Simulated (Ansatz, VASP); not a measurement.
Two plane-wave programs on NaCl

The input INCAR:

```
PREC     = Accurate       # precision mode
ENCUT    = 520            # plane-wave cutoff, eV
EDIFF    = 1E-6           # SCF threshold, eV
ISMEAR   = 0              # smearing method
SIGMA    = 0.02           # smearing width, eV
LREAL    = F              # projectors in reciprocal space
LASPH    = T              # aspherical terms in the spheres
NELM     = 100            # most SCF steps
ALGO     = Fast           # electronic algorithm
ISIF     = 2              # what is computed and relaxed
LWAVE    = F              # write WAVECAR
LCHARG   = F              # write CHGCAR
GGA      = PS             # functional
NBANDS   = 14             # bands
```

The input KPOINTS:

```
regular mesh
0
Gamma
  8 8 8
```

Contents of POSCAR:

```
NaCl
1.0
   -0.0109022375      2.7805236425      2.7760494775
    2.7497142025      0.0128844625      2.7522627775
    2.7580678650      2.7650906050      0.0045308000
Na Cl
1 1
Direct
    0.0228480622      0.0297978282     -0.0285618434
    0.4771519378      0.4702021718      0.5285618434
```

Input for Ansatz:

```yaml
crystal:
  lattice:
    - [-0.0109022375, 2.7805236425, 2.7760494775]
    - [2.7497142025, 0.0128844625, 2.7522627775]
    - [2.758067865, 2.765090605, 0.0045308]
  atoms:
    - { symbol: Na, position: [0.0228480622, 0.0297978282, -0.0285618434] }
    - { symbol: Cl, position: [0.4771519378, 0.4702021718, 0.5285618434] }
basis:
  ecutwfc: 420
kpoints:
  mp_grid: { grid: [8, 8, 8] }
hamiltonian:
  xc: pbesol
scf:
  occupations: { method: gaussian, width: 0.02 }
output:
  forces: true
  stress: true
  eigenvalues: true
```

Change from the starting cell: all atoms moved at random, cell strained at random.

Alike in both runs: task single point; functional PBEsol; k mesh 8 × 8 × 8; occupations gaussian, width 0.02 eV; no spin polarisation.

|  | VASP | Ansatz |
| --- | --- | --- |
| version | VASP 6.6.1 | Ansatz 0.2.0 |
| potentials or method | VASP PAW PBE potentials, release 64 (Na_pv, Cl) | scalar-relativistic, plane waves, PAW |
| plane-wave cutoff (eV) | 520 | 420 |
| valence electrons in the cell | 14 | 16 |

Ansatz gave:

* gap on the k mesh at the Fermi level (eV): 5.16
* least direct gap on the mesh (eV): 5.16
* pressure (GPa): 2.4
* largest component of the traceless stress (GPa): 3.01
* rms of the force components (eV/Å): 0.403

**Question.** Estimate VASP's values.

**Answer.** gap on the k mesh at the Fermi level (eV): 5.16; least direct gap on the mesh (eV): 5.16; pressure (GPa): 2.5; largest component of the traceless stress (GPa): 3.07; rms of the force components (eV/Å): 0.411.

Atom by atom the forces differ by 0.008 eV/Å (rms over components). The two sets of potentials don't hold the same shells in valence.

Caveats: the PAW data sets were made with another functional, which shifts forces and pressure a little (VASP).
